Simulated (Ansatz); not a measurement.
## TiO2 (I4_1/amd): elastic constants by finite strains

Computed with LDA, all-electron LAPW in Ansatz 0.2.0, scalar-relativistic; not a measurement.

Cell and atoms were relaxed beforehand by PAW with this functional.

Launched as:

```sh
ansatz run input.yaml --threads 2 --pin off --max-ram 6144MiB --backend cpu --events-out ev --progress --plain --runs-dir out
```

Input file:

```yaml
crystal:
  lattice:
    - [-1.86966204188, 1.86966204188, 4.72783889585]
    - [1.86966204188, -1.86966204188, 4.72783889585]
    - [1.86966204188, 1.86966204188, -4.72783889585]
  atoms:
    - { symbol: Ti, position: [0.0, 0.0, 0.0] }
    - { symbol: Ti, position: [0.75, 0.25, 0.5] }
    - { symbol: O, position: [0.207975849363, 0.207975849363, 0.0] }
    - { symbol: O, position: [0.957975849363, 0.457975849363, 0.5] }
    - { symbol: O, position: [0.542024150637, 0.042024150637, 0.5] }
    - { symbol: O, position: [0.792024150637, 0.792024150637, 0.0] }
kpoints:
  mp_grid: { grid: [8, 8, 8] }
scf:
  occupations: { method: fixed }
hamiltonian:
  xc: lda
  pseudopotentials: { kind: all_electron, lapw: { basis_error: 0.001 } }
elastic:
  mode: relaxed_ion
  stencil: two_point
  amplitude: 0.005
```

Output (shortened where marked):

```
Warning: RAYON_NUM_THREADS=2 ignored (pool sized by the plan → 2); use --threads N
LAPW: plane waves up to 10.876 Å⁻¹, error target 1.0e-3 eV per atom; small_component_spin mean_spin; O in spheres of 0.864 Å, 8 of its electrons in bands, Dirac shells []; Ti in spheres of 0.990 Å, 20 of its electrons in bands, ...
Engine: ansatz 0.2.0, x86_64-unknown-linux-gnu
Pseudopotentials: kind: all_electron
Pseudopotential: Ti, LAPW, valence charge 20, lapw/all_electron/scalar/gaussian/Ti, Koelling and Harmon's equation, gaussian nucleus
Pseudopotential: O, LAPW, valence charge 8, lapw/all_electron/scalar/gaussian/O, Koelling and Harmon's equation, gaussian nucleus
Functional definition: SPW92
  exchange = slater_x
  correlation = pw_c
davidson cushion auto → on  (no smearing: the cushion is to keep the highest requested band from converging to the state above it; pin scf.eigensolver.cushion to override)
Crystal: 6 atoms, lattice volume = 66.107 Å³
Basis set: ecut = 450.68705493252935 eV, 1453 PW (Γ), FFT grids on a1+a3, a2+a3, a3, exchange–correlation at level 2
Bands: 44, of which v1, the nominal top of the filled ones, is band 36 counted from 1 (35 counted from 0)
[... 195 lines left out ...]
  strain η (Voigt 11):  stress-route row diagonal C_11 = 392.25 GPa, energy-path curvature d²(F+E_count)/dδ²/Ω₀ = 392.26 GPa
         δ    σ_11 (GPa)             F (eV)   n_scf  n_hpsi   n_pw
    -5.000e-3      -2.2610      -54521.9608058       2   33503   1460   relax 4 steps, max|allowed force component| 2.89e-6 eV/Å
     5.000e-3       1.6615      -54521.9619321       2   33511   1460   relax 4 steps, max|allowed force component| 8.59e-7 eV/Å
  strain η (Voigt 33):  stress-route row diagonal C_33 = 202.79 GPa, energy-path curvature d²(F+E_count)/dδ²/Ω₀ = 202.89 GPa
         δ    σ_33 (GPa)             F (eV)   n_scf  n_hpsi   n_pw
    -5.000e-3      -1.1553      -54521.9620593       2   20811   1460   relax 3 steps, max|allowed force component| 3.92e-5 eV/Å
     5.000e-3       0.8726      -54521.9626320       2   20813   1460   relax 3 steps, max|allowed force component| 4.99e-5 eV/Å
  strain η (Voigt 23):  stress-route row diagonal C_44 = 47.04 GPa, energy-path curvature d²(F+E_count)/dδ²/Ω₀ = 47.13 GPa
         δ    σ_23 (GPa)             F (eV)   n_scf  n_hpsi   n_pw
    -5.000e-3      -0.2353      -54521.9631490       2   52924   1460   relax 7 steps, max|allowed force component| 3.48e-5 eV/Å
     5.000e-3       0.2351      -54521.9631490       2   52910   1460   relax 7 steps, max|allowed force component| 1.18e-5 eV/Å
  strain η (Voigt 12):  stress-route row diagonal C_66 = 61.70 GPa, energy-path curvature d²(F+E_count)/dδ²/Ω₀ = 61.83 GPa
         δ    σ_12 (GPa)             F (eV)   n_scf  n_hpsi   n_pw
    -5.000e-3      -0.3085      -54521.9630731       2   33503   1460   relax 2 steps, max|allowed force component| 1.15e-7 eV/Å
     5.000e-3       0.3085      -54521.9630731       2   33511   1460   relax 3 steps, max|allowed force component| 2.52e-7 eV/Å
```

The calculation finished and met its thresholds.

Strained cells:

Elastic constants of a crystal by Kohn-Sham DFT: slopes of the stress over finite engineering strains of the given cell, Voigt indices, Cartesian axes as in the input; stress of each strained cell less that at rest, tension positive.

| strain component | strain | stress xx (GPa) | stress yy (GPa) | stress zz (GPa) | stress yz (GPa) | stress xz (GPa) | stress xy (GPa) | relaxation steps |
| --- | --- | --- | --- | --- | --- | --- | --- | --- |
| xx | -0.005 | -2.002 | -0.8318 | -0.8227 | 0 | 0 | 0 | 4 |
| xx | 0.005 | 1.921 | 0.8061 | 0.7808 | 0 | 0 | 0 | 4 |
| zz | -0.005 | -0.8077 | -0.8077 | -1.018 | 0 | 0 | 0 | 3 |
| zz | 0.005 | 0.7968 | 0.7968 | 1.01 | 0 | 0 | 0 | 3 |
| yz | -0.005 | 0.0065 | -0.0008 | 0.0003 | -0.2354 | 0 | 0 | 7 |
| yz | 0.005 | 0.0065 | -0.0007 | 0.0002 | 0.2351 | 0 | 0 | 7 |
| xy | -0.005 | -0.0002 | -0.0002 | -0.001 | 0 | 0 | -0.3085 | 2 |
| xy | 0.005 | -0.0002 | -0.0002 | -0.001 | 0 | 0 | 0.3085 | 3 |

**Elastic moduli**

Hill averages of a grain aggregate, Debye temperature from the mean sound speed over directions.

- Bulk modulus: 204.5 GPa
- Shear modulus: 60.5 GPa
- Young modulus: 165.2 GPa
- Poisson ratio: 0.3653
- Bulk over shear modulus: 3.379
- Elastic anisotropy index: 0.8745
- Least young modulus: 110.3 GPa
- Largest young modulus: 260.2 GPa
- Longitudinal sound speed: 8430 m/s
- Transverse sound speed: 3883 m/s
- Elastic debye temperature: 572.3 K
- Linear compressibility (x, y, z): 0.6915, 0.6915, 3.837 1/TPa

**Elastic constants**

* Pressure at rest: 0.219 GPa
* Least elastic eigenvalue: 47.04 GPa
* Elastically stable: yes

| index | elastic (GPa) |
| --- | --- |
| 11 | 392.2 |
| 12 | 163.8 |
| 13 | 160.4 |
| 33 | 202.8 |
| 44 | 47.04 |
| 66 | 61.7 |

It took 13 min on 2 threads of AMD EPYC 9R45 96-Core Processor (Zen 5), with other jobs on the host, peak memory 1.7 GiB.
